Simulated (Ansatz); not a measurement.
# Lu: relaxation of cell and atoms

These are results of DFT, PBE, PAW with Ansatz's default frozen-core files, scalar-relativistic in Ansatz 0.2.0, not measurements.

Command: `ansatz run input.yaml --threads 1 --pin off --max-ram 2048MiB --backend cpu --events-out ev --progress --plain --runs-dir out` The run took 5.2 s on 1 thread of AMD EPYC 9R14 (Zen 4), with other jobs on the host.

```yaml
crystal:
  lattice:
    - [3.2195088072, 0.0, 0.0]
    - [0.0, 3.2195088072, 0.0]
    - [0.0, 0.0, 3.2195088072]
  atoms:
    - { symbol: Lu, position: [0.0, 0.0, 0.0] }
kpoints:
  mp_grid: { grid: [13, 13, 13] }
scf:
  occupations: { method: fermi_dirac, width: 0.03 }
hamiltonian:
  xc: pbe
  pseudopotentials: { kind: paw }
output:
  forces: true
  stress: true
relax:
  f_tol: 0.005
  max_steps: 80
  cell: {}
```

Spin–orbit coupling is left out, though it moves levels of the heavy atoms by tenths of an eV or more.

The cell is built from the sc type as a first guess.

The cutoff is 420 eV; energies and pressures of the walk include the program's estimate of the Pulay term.

Each frame lists the cell vectors (Å), then Cartesian positions (Å); symmetry keeps all forces zero. Free energies count from the first step, -14731.5707 eV.

The walk took 4 evaluations in all; steps that aren't listed are left out.

Step 1: E = 0.0 meV, P = -0.46 GPa

```
cell 3.2195 0.0000 0.0000 0.0000 3.2195 0.0000 0.0000 0.0000 3.2195
Lu    0.0000    0.0000    0.0000
```

Problem. How does the relaxation end?

Solution. It converges, with a = 3.203 Å, b = 3.203 Å, c = 3.203 Å, α = 90.00°, β = 90.00°, γ = 90.00° (conventional cell, space group Pm-3m). The last solve (on a basis chosen afresh for the final cell, so its energy is not quite comparable) gives E = -0.7 meV, P = 0.00 GPa:
```
cell 3.2028 0.0000 0.0000 0.0000 3.2028 0.0000 0.0000 0.0000 3.2028
Lu    0.0000    0.0000    0.0000
```
